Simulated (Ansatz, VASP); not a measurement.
**LiCl in VASP and in Ansatz**

File INCAR:

```
SYSTEM = LiCl
PREC = Accurate
ENCUT = 520
EDIFF = 1E-7
ISMEAR = 0
SIGMA = 0.05
LREAL = .FALSE.
LASPH = .TRUE.
NELM = 80
ALGO = Normal
ISIF = 2
LWAVE = .FALSE.
LCHARG = .TRUE.
GGA = PE
LELF = .TRUE.
LVHAR = .TRUE.
NBANDS = 12
```

File KPOINTS:

```
Automatic mesh
0
G
  8 8 8
  0 0 0
```

POSCAR

```
LiCl
1.0
    0.0000000000      2.3499878365      3.0549841874
    2.3499878365      0.0000000000      3.0549841874
    2.3499878365      2.3499878365      0.0000000000
Li Cl
1 1
Direct
    0.0000000000      0.0000000000      0.0000000000
    0.5000000000      0.5000000000      0.5000000000
```

Input for Ansatz:

```yaml
crystal:
  lattice:
    - [0.0, 2.3499878365, 3.0549841874]
    - [2.3499878365, 0.0, 3.0549841874]
    - [2.3499878365, 2.3499878365, 0.0]
  atoms:
    - { symbol: Li, position: [0.0, 0.0, 0.0] }
    - { symbol: Cl, position: [0.5, 0.5, 0.5] }
basis:
  ecutwfc: 420
kpoints:
  mp_grid: { grid: [8, 8, 8] }
hamiltonian:
  xc: pbe
scf:
  occupations: { method: gaussian, width: 0.05 }
output:
  forces: true
  stress: true
  eigenvalues: true
```

Alike in both runs: task single point; functional PBE; k mesh 8 × 8 × 8; occupations gaussian, width 0.05 eV; no spin polarisation.

```csv
,VASP,Ansatz
version,VASP 6.6.1,Ansatz 0.2.0
potentials or method,"VASP PAW PBE potentials, release 64 (Li_sv, Cl)","scalar-relativistic, plane waves, PAW"
plane-wave cutoff (eV),520,420
valence electrons in the cell,10,10
```

Ansatz gave:

| Property | Result |
| --- | --- |
| gap on the k mesh at the Fermi level (eV) | 6.12 |
| least direct gap on the mesh (eV) | 6.37 |

Question: Which values does VASP return?

Answer: gap on the k mesh at the Fermi level (eV): 6.13; least direct gap on the mesh (eV): 6.38.

The functional is the same, so the differences come from potentials, cutoffs and numerics.

 A k mesh can miss the band edges. A hybrid or GW would open this gap; PBE tends to underestimate it.
